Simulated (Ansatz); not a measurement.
Crystal: MgSi.

```
Si Mg
1.0
     2.90839    0.00000    0.00000
     0.00000    2.90839    0.00000
     0.00000    0.00000    4.10343
Si Mg
1 1
Direct
  0.50000 0.50000 0.50000
  0.00000 0.00000 0.00000
```

The cell comes from a database or a generator and needn't be the stable form of this composition.

Base run:

- Program: Ansatz 0.2.0
- Functional: PBEsol
- Potentials or basis: all-electron LAPW, scalar-relativistic
- Cutoff: 139 eV
- Density cutoff: 556 eV
- Basis error allowed: 0.001 eV/atom
- k mesh: 9 × 9 × 7
- Occupations: gaussian, width 0.05 eV
- Spin: no spin polarisation

Its results: band gap on the k mesh none (metal or under the smearing width); pressure -1.5 GPa.

Q: The run is repeated on the same cell with these changes: k mesh from 9 × 9 × 7 to 5 × 5 × 4; occupations from gaussian, width 0.05 eV to fermi-dirac, width 0.03 eV. What comes out?

A: Band gap on the k mesh none (metal or under the smearing width); pressure -1.1 GPa.

Caveats: some runs use coarse meshes; the k mesh is thin for a metal, which can move the energy by tens of meV per atom (some runs).

Not every run made on this cell is shown here.
